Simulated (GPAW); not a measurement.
# AlN (P6_3mc) in GPAW: a series of runs, part 2 of 2

GPAW 26.7.0. Earlier steps stand in the parts before.

## Step 5: Band structure, revPBE

The input, run.py:

```python
from ase.dft.bandgap import bandgap
from ase.io import write
from ase.spacegroup import crystal
from ase.units import GPa
from gpaw import GPAW, PW

# Al 2b
# N 2b
atoms = crystal(['Al', 'N'],
                basis=[[0.6666666667, 0.3333333333, 0.5],
                       [0.6666666667, 0.3333333333, 0.88]],
                spacegroup=186, setting=1,  # P6_3mc
                cellpar=[3.113, 3.113, 4.981, 90.0, 90.0, 120.0],
                primitive_cell=True)

calc = GPAW(mode=PW(800),
            xc='revPBE',
            kpts={'size': (7, 7, 4), 'gamma': True},
            occupations={'name': 'fermi-dirac', 'width': 0.05},
            nbands=18,
            convergence={'density': 1e-05, 'energy': 1e-05},
            maxiter=150,
            txt='gpaw.txt')
atoms.calc = calc
energy = atoms.get_potential_energy()
forces = atoms.get_forces()
stress = atoms.get_stress()
calc.write('gs.gpw')
write('result.traj', atoms)
print(f'Energy: {energy:.6f} eV')
print('Forces (eV/A):')
print(forces.round(4))
print('Stress (GPa):', (stress / GPa).round(3))
print('Fermi level:', round(calc.get_fermi_level(), 4), 'eV')
print(f'Gap: {bandgap(calc)[0]:.4f} eV, direct: {bandgap(calc, direct=True)[0]:.4f} eV')

path = atoms.cell.bandpath('GMKGALHA,LM,KH', npoints=80, eps=1e-4)
bs_calc = calc.fixed_density(kpts=path, symmetry='off', nbands=29,
                             convergence={'bands': 'CBM+6.0', 'eigenstates': 1e-6}, txt='bands.txt')
bs = bs_calc.band_structure()
bs.write('bs.json')
print(f'Gap on the path: {bandgap(bs_calc)[0]:.4f} eV')
```

Potentials or basis: the program's PAW data sets (release 1.2.1) made for this functional, pw.

The run is started by

```console
OMP_NUM_THREADS=1 python run.py
```

gpaw.txt:

```text
__  _  _
 | _ |_)|_||  |
 |__||  | ||/\| - 26.7.0

Input parameters:
  mode=PW(ecut=800.0),
  convergence={'density': 1e-05, 'energy': 1e-05},
  kpts=MonkhorstPack(size=(7, 7, 4), gamma=True),
  maxiter=150,
  nbands=18,
  occupations=Occupations(name='fermi-dirac', width=0.05),
  xc=XC(name='revPBE')

Diagonalizing LCAO Hamiltonian
Converting LCAO to pw mode

           N

           Al
        N

        Al

Atoms  # Å, Bohr magnetons
|   | symbol |         x |        y |        z |    initial magnetic moments |
|---|--------|-----------|----------|----------|-----------------------------|
| 0 |     Al |  1.556500 | 0.898646 | 2.490500 | ( 0.0000,  0.0000,  0.0000) |
| 1 |     Al | -0.000000 | 1.797291 | 0.000000 | ( 0.0000,  0.0000,  0.0000) |
| 2 |      N |  1.556500 | 0.898646 | 4.383280 | ( 0.0000,  0.0000,  0.0000) |
[... 162 lines left out ...]
|iter:  10| |  -28.388932c| -7.86c| -4.86 |
|iter:  11| |  -28.388932c| -9.28c| -5.85c|

Converged in 11 steps
Energy contributions relative to reference atoms: (reference = -16177.891360)

Energy contributions:
  Kinetic:          35.539377
  Coulomb:         -30.743795
  Zero:              0.158875
  External:          0.000000
  Xc:              -33.343390
  Entropy:          -0.000000
  Spinorbit:         0.000000
  ----------------------------
  Free energy:     -28.388932
  Extrapolated:    -28.388932

dipole moment: (0.000000, -0.000001, -6.838514)  # |e|*Ang

Fermi level: 7.182
Eigenvalues  # (at kpt = [0.000, 0.000, 0.000])
| band index |      eig [eV] | occ [0-2] |
|------------|---------------|-----------|
|          0 |        -8.972 |     2.000 |
|          1 |        -6.838 |     2.000 |
|          2 |         0.259 |     2.000 |
|          3 |         5.392 |     2.000 |
|          4 |         5.392 |     2.000 |
|          5 |         6.046 |     2.000 |
[... 8 lines left out ...]
|         14 |        19.460 |     0.000 |
|         15 |        19.460 |     0.000 |
|        ... |               |           |
|         17 |        21.105 |     0.000 |

Gap: 4.245 eV
Transition (v -> c):
  (s=0, k=0, n=7, [0.00, 0.00, 0.00]) -> (s=0, k=0, n=8, [0.00, 0.00, 0.00])
No difference between direct/indirect transitions

Forces  # eV/Ang
|        x |        y |        z |
|----------|----------|----------|
|  0.00000 |  0.00000 | -0.13967 |  # Al   0
| -0.00000 |  0.00000 | -0.13967 |  # Al   1
| -0.00000 |  0.00000 |  0.14040 |  # N    2
|  0.00000 | -0.00000 |  0.13962 |  # N    3

Stress tensor  # eV/Ang^3
|         x |         y |         z |
|-----------|-----------|-----------|
| -0.043490 |  0.000000 |  0.000000 |
|  0.000000 | -0.043490 |  0.000000 |
|  0.000000 |  0.000000 | -0.052653 |

# Writing to gs.gpw (mode='')
```

stdout:

```text
Energy: -28.388932 eV
Forces (eV/A):
[[ 0.      0.     -0.1397]
 [-0.      0.     -0.1397]
 [-0.      0.      0.1404]
 [ 0.     -0.      0.1396]]
Stress (GPa): [-6.968 -6.968 -8.436  0.     0.     0.   ]
Fermi level: 7.1822 eV
Gap: 4.2449 eV, direct: 4.2449 eV
Gap on the path: 4.2449 eV
```

It took 49 s on 1 thread of Intel Xeon Platinum 8375C at 2.90GHz (Ice Lake), shared host; peak memory 0.32 GiB.

Results:

```yaml
Free_energy: -28.3889 eV
Pressure: 7.5 GPa
Largest_force: 0.140 eV/Å
Band_gap_on_the_k_mesh: 4.24 eV, direct
Band_gap_along_the_path: 4.24 eV, direct
```

Forces in eV/Å, atoms in the order of the input:
```
Al   0.000  0.000 -0.140
Al   0.000  0.000 -0.140
N    0.000  0.000  0.140
N    0.000  0.000  0.140
```

Levels at the corners of the path, in eV from the valence-band top:
```
point  band 6  band 7  band 8  band 9  band 10  band 11
    Γ   -0.18   -0.18    0.00    4.24     6.73    10.67
    M   -2.06   -1.77   -0.66    5.85     5.88     8.26
    K   -2.42   -2.37   -2.37    5.09     8.41     9.74
    Γ   -0.18   -0.18    0.00    4.24     6.73    10.67
    A   -0.52   -0.52   -0.52    6.51     6.51    10.42
    L   -1.44   -1.35   -1.35    5.36     5.36     9.36
    H   -3.83   -0.78   -0.78    7.47     7.47     7.91
    A   -0.52   -0.52   -0.52    6.51     6.51    10.42
    L   -1.44   -1.35   -1.35    5.36     5.36     9.36
    M   -2.06   -1.77   -0.66    5.85     5.88     8.26
    K   -2.42   -2.37   -2.37    5.09     8.41     9.74
    H   -3.83   -0.78   -0.78    7.47     7.47     7.91
```

## Step 6: Band structure, PBE

Changes to run.py since step 5:

```diff
@@ -1,18 +1,12 @@
 from ase.dft.bandgap import bandgap
-from ase.io import write
-from ase.spacegroup import crystal
+from ase.io import read, write
 from ase.units import GPa
-from gpaw import GPAW, PW
+from gpaw import GPAW, PW, setup_paths
 
-# Al 2b
-# N 2b
-atoms = crystal(['Al', 'N'],
-                basis=[[0.6666666667, 0.3333333333, 0.5],
-                       [0.6666666667, 0.3333333333, 0.88]],
-                spacegroup=186, setting=1,  # P6_3mc
-                cellpar=[3.113, 3.113, 4.981, 90.0, 90.0, 120.0],
-                primitive_cell=True)
+setup_paths.insert(0, '.')
+
+atoms = read('AlN.cif')
 
 calc = GPAW(mode=PW(800),
-            xc='revPBE',
+            xc='PBE',
             kpts={'size': (7, 7, 4), 'gamma': True},
@@ -36,3 +30,3 @@
 
-path = atoms.cell.bandpath('GMKGALHA,LM,KH', npoints=80, eps=1e-4)
+path = atoms.cell.bandpath('GMKGALHA,LM,KH', npoints=60, eps=1e-4)
 bs_calc = calc.fixed_density(kpts=path, symmetry='off', nbands=29,
```

The input, AlN.cif:

```cif
data_AlN
_cell_length_a 3.11300000
_cell_length_b 3.11300000
_cell_length_c 4.98100000
_cell_angle_alpha 90.00000000
_cell_angle_beta 90.00000000
_cell_angle_gamma 120.00000000
_space_group_name_H-M_alt 'P6_3mc'
_space_group_name_Hall 'P 6c -2c'
_space_group_IT_number 186
loop_
_space_group_symop_operation_xyz
'x,y,z'
'x-y,x,z+1/2'
'-y,x-y,z'
'-x,-y,z+1/2'
'-x+y,-x,z'
'y,-x+y,z+1/2'
'y,x,z+1/2'
'x,x-y,z'
'x-y,-y,z+1/2'
'-y,-x,z'
'-x,-x+y,z+1/2'
'-x+y,y,z'
loop_
_atom_site_label
_atom_site_type_symbol
_atom_site_symmetry_multiplicity
_atom_site_Wyckoff_symbol
_atom_site_fract_x
_atom_site_fract_y
_atom_site_fract_z
_atom_site_occupancy
Al1 Al 2 b 0.6666666667 0.3333333333 0.5000000000 1
N1 N 2 b 0.6666666667 0.3333333333 0.8800000000 1
```

Potentials or basis: PAW data sets generated in the run's folder for this functional, pw.

The run is started by

```console
gpaw-setup -f PBE Al N
OMP_NUM_THREADS=1 python run.py
```

gpaw.txt:

```text
__  _  _
 | _ |_)|_||  |
 |__||  | ||/\| - 26.7.0

Input parameters:
  mode=PW(ecut=800.0),
  convergence={'density': 1e-05, 'energy': 1e-05},
  kpts=MonkhorstPack(size=(7, 7, 4), gamma=True),
  maxiter=150,
  nbands=18,
  occupations=Occupations(name='fermi-dirac', width=0.05),
  xc=XC(name='PBE')

Diagonalizing LCAO Hamiltonian
Converting LCAO to pw mode

           N

           Al
        N

        Al

Atoms  # Å, Bohr magnetons
|   | symbol |        x |        y |        z |    initial magnetic moments |
|---|--------|----------|----------|----------|-----------------------------|
| 0 |     Al | 1.556500 | 0.898646 | 2.490500 | ( 0.0000,  0.0000,  0.0000) |
| 1 |     Al | 0.000000 | 1.797291 | 0.000000 | ( 0.0000,  0.0000,  0.0000) |
| 2 |      N | 1.556500 | 0.898646 | 4.383280 | ( 0.0000,  0.0000,  0.0000) |
| 3 |      N | 0.000000 | 1.797291 | 1.892780 | ( 0.0000,  0.0000,  0.0000) |

Unit cell  # Å
| periodic |         x |        y |        z |  lengths |     angles |
|----------|-----------|----------|----------|----------|------------|
|      yes |  3.113000 | 0.000000 | 0.000000 | 3.113000 |  90.000000 |
|      yes | -1.556500 | 2.695937 | 0.000000 | 3.113000 |  90.000000 |
|      yes |  0.000000 | 0.000000 | 4.981000 | 4.981000 | 120.000000 |

Number of symmetries: 6
Symmetry operations  # r_c * U_cc + t_c -> r_c
|   | kind |            matrix            |
|---|------|------------------------------|
| 0 |  σ   |  1, 1, 0,  0,-1, 0,  0, 0, 1 |
| 1 |  E   |  1, 0, 0,  0, 1, 0,  0, 0, 1 |
| 2 |  C3  |  0, 1, 0, -1,-1, 0,  0, 0, 1 |
| 3 |  σ   |  0,-1, 0, -1, 0, 0,  0, 0, 1 |
| 4 |  σ   | -1, 0, 0,  1, 1, 0,  0, 0, 1 |
| 5 |  C3  | -1,-1, 0,  1, 0, 0,  0, 0, 1 |

BZ-sampling:
  Number of BZ points: 196
  Number of IBZ points: 28

  Monkhorst-Pack size: [7, 7, 4]
  Monkhorst-Pack shift: [0.0, 0.0, 0.125]

K-points  # in reciprocal-cell coordinates
|     |                                coordinates |     weight |
|-----|--------------------------------------------|------------|
|   0 | (  0.00000000,   0.00000000,   0.00000000) | 0.00510204 |
|   1 | (  0.00000000,   0.00000000,   0.25000000) | 0.01020408 |
|   2 | (  0.00000000,   0.00000000,   0.50000000) | 0.00510204 |
|   3 | (  0.14285714,   0.00000000,  -0.25000000) | 0.03061224 |
|   4 | (  0.14285714,   0.00000000,   0.00000000) | 0.03061224 |
|   5 | (  0.14285714,   0.00000000,   0.25000000) | 0.03061224 |
|   6 | (  0.14285714,   0.00000000,   0.50000000) | 0.03061224 |
|   7 | (  0.28571429,  -0.14285714,   0.00000000) | 0.03061224 |
|   8 | (  0.28571429,  -0.14285714,   0.25000000) | 0.06122449 |
|   9 | (  0.28571429,  -0.14285714,   0.50000000) | 0.03061224 |
| ... |                                            |            |
|  27 | (  0.42857143,   0.42857143,   0.50000000) | 0.03061224 |

Plane wave coefficients: 2177
Cutoff: 800.0 eV

Spin-components: 1 (collinear spins)
Bands:           18
Projectors:      20
Spin-degeneracy: 2
Datatype:        complex128

Parallelization:
  kpt:    1
  domain: 1
  band:   1

Density:
  Valence electrons: 16.0
  Components: 1
  Grid points: [21 21 35]
  Charge: 0.0  # |e|

Potential:
  Grid points: [21 21 35]

species:
  Al:
    name:    Aluminium
    Z:       13.0
    valence: 3
    core:    10
    charge:  0.0  # [|e|]
    compensation charges:
      type: gauss
      rc: 0.34  # [Å]
      lmax: 2
    cutoffs:
      filter: 1.91  # [Å]
      core: 2.36  # [Å]
    projectors
    | kind |    occ | energy [eV] | rcut [Å] |
    |------|--------|-------------|----------|
    |   3s |  2.000 |      -7.753 |    1.085 |
    |   3p |  1.000 |      -2.712 |    1.085 |
    |    s |        |      19.459 |    1.085 |
    |    p |        |      24.499 |    1.085 |
    |    d |        |       0.000 |    1.085 |

    Using partial waves for Al as LCAO basis

  N:
    name:    Nitrogen
    Z:       7.0
    valence: 5
    core:    2
    charge:  0.0  # [|e|]
    compensation charges:
      type: gauss
      rc: 0.18  # [Å]
      lmax: 2
    cutoffs:
      filter: 1.11  # [Å]
      core: 0.96  # [Å]
    projectors
    | kind |    occ | energy [eV] | rcut [Å] |
    |------|--------|-------------|----------|
    |   2s |  2.000 |     -18.583 |    0.603 |
    |   2p |  3.000 |      -7.089 |    0.529 |
    |    s |        |       8.629 |    0.603 |
    |    p |        |      20.123 |    0.529 |
    |    d |        |       0.000 |    0.577 |

    Using partial waves for N as LCAO basis

Reference energy: -16170.290154  # eV

eigensolver:
  PPCG
  Converge bands: occupied
  niter=2

density mixing:
  MSR1-Mixer
  Pratt-step length: 0.05
  Maximum mixing coefficient: 0.75
  Old densities: 10
  SVD Regularization: 0.005
  Good broyden scale: 1.0
  Trust region scale: 1.0
  Backstep threshold: 4.0
  History deletion threshold: 6.0
  Fourier metric: weight=20.0, sigma=0.015

occupation numbers:
  Fermi-Dirac:
    width: 0.0500  # eV

poisson solver:
  ecut: 6400.0  # eV

xc functional:
  name: PBE with 2 nearest neighbor stencil

convergence criteria:
[... 6 lines left out ...]
|iter     | |      energy | eigst |  dens |
|---------|-|-------------|-------|-------|
|iter:   1| |  -33.742347 | -0.25 |       |
|iter:   2| |  -32.689367 | -2.04 | -0.55 |
|iter:   3| |  -29.666214 | -0.76 | -0.60 |
|iter:   4| |  -29.691641 | -2.85 | -1.24 |
|iter:   5| |  -29.705319 | -3.39 | -1.53 |
|iter:   6| |  -29.705413 | -5.26 | -2.76 |
|iter:   7| |  -29.705432c| -6.41 | -3.15 |
|iter:   8| |  -29.705432c| -7.93c| -4.32 |
|iter:   9| |  -29.705432c| -7.61c| -4.62 |
|iter:  10| |  -29.705432c| -8.26c| -4.95 |
|iter:  11| |  -29.705432c| -9.54c| -5.86c|

Converged in 11 steps
Energy contributions relative to reference atoms: (reference = -16170.290154)

Energy contributions:
  Kinetic:          34.780026
  Coulomb:         -30.091068
  Zero:              0.157459
  External:          0.000000
  Xc:              -34.551849
  Entropy:          -0.000000
  Spinorbit:         0.000000
  ----------------------------
  Free energy:     -29.705432
  Extrapolated:    -29.705432

dipole moment: (0.000000, -0.000001, -6.851141)  # |e|*Ang

Fermi level: 7.090
Eigenvalues  # (at kpt = [0.000, 0.000, 0.000])
| band index |      eig [eV] | occ [0-2] |
|------------|---------------|-----------|
|          0 |        -9.027 |     2.000 |
|          1 |        -6.874 |     2.000 |
|          2 |         0.152 |     2.000 |
|          3 |         5.300 |     2.000 |
|          4 |         5.300 |     2.000 |
|          5 |         5.954 |     2.000 |
[... 8 lines left out ...]
|         14 |        19.299 |     0.000 |
|         15 |        19.299 |     0.000 |
|        ... |               |           |
|         17 |        20.966 |     0.000 |

Gap: 4.231 eV
Transition (v -> c):
  (s=0, k=0, n=7, [0.00, 0.00, 0.00]) -> (s=0, k=0, n=8, [0.00, 0.00, 0.00])
No difference between direct/indirect transitions

Forces  # eV/Ang
|        x |        y |        z |
|----------|----------|----------|
|  0.00000 |  0.00000 | -0.13282 |  # Al   0
| -0.00000 | -0.00000 | -0.13281 |  # Al   1
| -0.00000 |  0.00000 |  0.13349 |  # N    2
|  0.00000 | -0.00000 |  0.13277 |  # N    3

Stress tensor  # eV/Ang^3
|         x |         y |         z |
|-----------|-----------|-----------|
| -0.025522 | -0.000000 |  0.000000 |
|  0.000000 | -0.025522 |  0.000000 |
|  0.000000 |  0.000000 | -0.035404 |

# Writing to gs.gpw (mode='')
```

It took 42 s on 1 thread of Intel Xeon Platinum 8375C at 2.90GHz (Ice Lake), shared host; peak memory 0.29 GiB.

Results:

- Free energy: -29.7054 eV
- Pressure: 4.6 GPa
- Largest force: 0.133 eV/Å
- Band gap on the k mesh: 4.23 eV, direct
- Band gap along the path: 4.23 eV, direct

Forces in eV/Å, atoms in the order of the input:
```
Al   0.000  0.000 -0.133
Al   0.000  0.000 -0.133
N    0.000  0.000  0.133
N    0.000  0.000  0.133
```

Levels at the corners of the path, in eV from the valence-band top:
```csv
point,band 4,band 5,band 6,band 7,band 8,band 9,band 10,band 11,band 12
Γ,-0.83,-0.83,-0.18,-0.18,0.00,4.23,6.67,10.62,11.16
M,-4.13,-3.33,-2.06,-1.77,-0.66,5.81,5.82,8.21,10.30
K,-3.76,-3.76,-2.42,-2.38,-2.38,5.05,8.37,9.70,9.70
Γ,-0.83,-0.83,-0.18,-0.18,0.00,4.23,6.67,10.62,11.16
A,-3.32,-0.52,-0.52,-0.52,-0.52,6.48,6.48,10.35,10.35
L,-5.58,-1.44,-1.44,-1.35,-1.35,5.32,5.32,9.29,9.29
H,-4.81,-3.84,-3.84,-0.78,-0.78,7.43,7.43,7.86,7.86
A,-3.32,-0.52,-0.52,-0.52,-0.52,6.48,6.48,10.35,10.35
L,-5.58,-1.44,-1.44,-1.35,-1.35,5.32,5.32,9.29,9.29
M,-4.13,-3.33,-2.06,-1.77,-0.66,5.81,5.82,8.21,10.30
K,-3.76,-3.76,-2.42,-2.38,-2.38,5.05,8.37,9.70,9.70
H,-4.81,-3.84,-3.84,-0.78,-0.78,7.43,7.43,7.86,7.86
```

## Step 7: Summary

```csv
task,level,potentials or basis,band path,band points,gap on the mesh (eV),pressure (GPa),largest force (eV/Å)
band structure,MS2,"GPAW PAW data sets (gpaw-data 1.2.1), pw","GMKGALHA,LM,KH",80,4.59,-0.1,0.12
equation of state,C09-vdW,"GPAW PAW data sets (gpaw-data 1.2.1), pw",-,-,-,-,-
band structure,AM05,"PAW data sets generated in the run's folder for this functional, pw","GMKGALHA,LM,KH",60,4.21,1.2,0.14
band structure,revPBE,"the program's PAW data sets (release 1.2.1) made for this functional, pw","GMKGALHA,LM,KH",80,4.24,7.5,0.14
band structure,PBE,"PAW data sets generated in the run's folder for this functional, pw","GMKGALHA,LM,KH",60,4.23,4.6,0.13
```

Alike in all rows: no spin polarisation; cell as given; k mesh 7 × 7 × 4; cutoff (eV) 800; smearing fermi-dirac 0.05 eV.

Caveats: the PAW data sets were made with another functional, which shifts forces and pressure a little (some runs).

Total energies depend on the potentials used, so only differences within one code and one set of settings carry meaning.

## Step 8: Against experiment

Step 2. Measured gap of AlN: 6.034 eV (an exciton energy, a little under the gap; 10 K; quoted in “Self-assembly of well-separated AlN nanowires directly on sputtered metallic TiN films”, 2019, arxiv:1910.07391). This calculation gives 4.59 eV (-1.45 eV). 2 values of this kind are on record (6.034 to 6.0343 eV); this one was drawn at random. The value is that of MS2, without temperature or zero-point motion.

Step 4. Against the measured gap of AlN, 6.034 eV (an exciton energy, a little under the gap; 10 K; quoted in “Self-assembly of well-separated AlN nanowires directly on sputtered metallic TiN films”, 2019, arxiv:1910.07391), the calculated 4.21 eV is off by -1.82 eV. 2 values of this kind are on record (6.034 to 6.0343 eV); this one was drawn at random. The value is that of AM05, without temperature or zero-point motion. Semilocal functionals fall short of measured gaps as a rule.

Step 5. Measured gap of AlN: 6.0343 eV (an exciton energy, a little under the gap; 0 K; quoted in “Structural and optical properties of self-assembled AlN nanowires grown on SiO2/Si substrates by molecular beam epitaxy”, 2024, arxiv:2402.00216). This calculation gives 4.24 eV (-1.79 eV). 2 values of this kind are on record (6.034 to 6.0343 eV); this one was drawn at random. The value is that of revPBE, without temperature or zero-point motion. Semilocal functionals fall short of measured gaps as a rule.

Step 6. A measured gap of AlN is 6.034 eV (an exciton energy, a little under the gap; 10 K; quoted in “Self-assembly of well-separated AlN nanowires directly on sputtered metallic TiN films”, 2019, arxiv:1910.07391); the calculated 4.23 eV misses it by -1.80 eV. 2 values of this kind are on record (6.034 to 6.0343 eV); this one was drawn at random. The value is that of PBE, without temperature or zero-point motion. Semilocal functionals fall short of measured gaps as a rule.
